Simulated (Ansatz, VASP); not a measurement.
## One calculation of NaI, two programs

```
Na I
1.0
     0.00000    3.21866    3.21866
     3.21866    0.00000    3.21866
     3.21866    3.21866    0.00000
Na I
1 1
Cartesian
  0.0000 0.0000 0.0000
  3.2187 3.2187 3.2187
```

The cell is a database's computed one.

Alike in both runs: task relaxation of cell and atoms; functional PBE; k mesh 6 × 6 × 6; occupations gaussian, width 0.02 eV; no spin polarisation.

|  | VASP | Ansatz |
| --- | --- | --- |
| version | VASP 6.6.1 | Ansatz 0.2.0 |
| potentials or method | VASP PAW PBE potentials, release 64 (Na_pv, I) | scalar-relativistic, plane waves, PAW |
| plane-wave cutoff (eV) | 600 | 420 |
| valence electrons in the cell | 14 | 26 |

```csv
,VASP,Ansatz,Ansatz less VASP
"gap on the k mesh at the Fermi level, each at its own relaxed structure (eV)",3.57,3.58,+0.010
relaxed volume (Å³/atom),34.83,34.74,-0.089
relaxed cell length with the largest relative difference (Å),4.619,4.615,-0.0039
energy change over the relaxation (meV/atom),-3,-3,+0.1
```

The two sets of potentials don't hold the same shells in valence.

Caveats: spin-orbit coupling is left out, which moves the levels of the heavy elements.
